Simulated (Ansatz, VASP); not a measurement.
Sb: VASP beside Ansatz

INCAR

```
PREC = Accurate
ENCUT = 520
EDIFF = 1E-6
ISMEAR = 0
SIGMA = 0.15
LREAL = F
LASPH = T
NELM = 100
ALGO = Normal
ISIF = 2
LWAVE = F
LCHARG = F
GGA = PS
NBANDS = 8
```

KPOINTS

```
regular mesh
0
Gamma
  16 16 16
```

The input POSCAR:

```
Sb
1.0
    3.2390000000      0.0000000000      0.0000000000
    0.0000000000      3.2390000000      0.0000000000
    0.0000000000      0.0000000000      3.3180000000
Sb
1
Direct
    0.0000000000      0.0000000000      0.0000000000
```

Input for Ansatz:

```yaml
crystal:
  lattice:
    - [3.239, 0.0, 0.0]
    - [0.0, 3.239, 0.0]
    - [0.0, 0.0, 3.318]
  atoms:
    - { symbol: Sb, position: [0.0, 0.0, 0.0] }
basis:
  ecutwfc: 420
kpoints:
  mp_grid: { grid: [16, 16, 16] }
hamiltonian:
  xc: pbesol
scf:
  occupations: { method: gaussian, width: 0.15 }
output:
  forces: true
  stress: true
  eigenvalues: true
```

Change from the starting cell: strain +0.025 along x and y, +0.050 along z, atoms carried along.

Alike in both runs: task single point; functional PBEsol; k mesh 16 × 16 × 16; occupations gaussian, width 0.15 eV; no spin polarisation.

|  | VASP | Ansatz |
| --- | --- | --- |
| version | VASP 6.6.1 | Ansatz 0.2.0 |
| potentials or method | VASP PAW PBE potentials, release 64 (Sb) | scalar-relativistic, plane waves, PAW |
| plane-wave cutoff (eV) | 520 | 420 |
| valence electrons in the cell | 5 | 15 |

|  | VASP | Ansatz | Ansatz less VASP |
| --- | --- | --- | --- |
| gap on the k mesh at the Fermi level (eV) | none | none | - |
| pressure (GPa) | -7.8 | -7.8 | +0.01 |
| largest component of the traceless stress (GPa) | 0.75 | 0.74 | -0.006 |

A gap of «none» marks a metal or a gap that the smearing closes. The two sets of potentials don't hold the same shells in valence.

Caveats: the PAW data sets were made with another functional, which shifts forces and pressure a little (VASP). Spin-orbit coupling is left out, which matters for the levels of Sb.
